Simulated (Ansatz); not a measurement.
The system is InSe.

```
CELL_PARAMETERS angstrom
2.00000 1.15470 8.44000
-2.00000 1.15470 8.44000
0.00000 -2.30940 8.44000
ATOMIC_POSITIONS crystal
In 0.88860 0.88860 0.88860
In 0.00000 0.00000 0.00000
Se 0.17190 0.17190 0.17190
Se 0.38350 0.38350 0.38350
```

```yaml
Program: Ansatz 0.2.0
Task: relaxation of cell and atoms
Functional: PBE0
Potentials_or_basis: Ansatz PAW
Cutoff: "420 eV (not typed: the program's choice for these potentials)"
k_mesh: 4 × 4 × 4
Occupations: fermi-dirac, width 0.05 eV
Spin: no spin polarisation
```

At the start: volume 29.24 Å³/atom.

Q: Where does the relaxation end?

A: It ends after 8 steps and the volume is 32.22 Å³/atom (+10.2 %); space group R3m (No. 160, to 0.05 Å).

The path:
```csv
step,energy change (eV),largest force (eV/Å),volume (Å³)
1,0.0000,0.1720,116.95
2,-0.0315,0.0403,122.93
3,-0.0343,0.0138,124.14
4,-0.0366,0.0357,125.59
5,-0.0375,0.0112,127.25
6,-0.0376,0.0015,128.42
7,-0.0376,0.0003,128.86
8,-0.0396,0.0002,128.86
```

Final structure:
```
CELL_PARAMETERS angstrom
2.02536 1.16934 9.06831
-2.02536 1.16934 9.06831
0.00000 -2.33868 9.06831
ATOMIC_POSITIONS crystal
In 0.89291 0.89291 0.89291
In 0.99577 0.99577 0.99577
Se 0.18050 0.18050 0.18050
Se 0.37483 0.37483 0.37483
```

Caveat: the k mesh is coarse (spacing up to 0.46 Å⁻¹), so the values aren't converged, least of all with exact exchange; the plane-wave basis is chosen anew once the cell has moved, so the energies of steps on either side of that aren't comparable; the PAW data sets come from PBE, with cores solved anew for the run's functional, which leaves a small shift of forces and pressure.
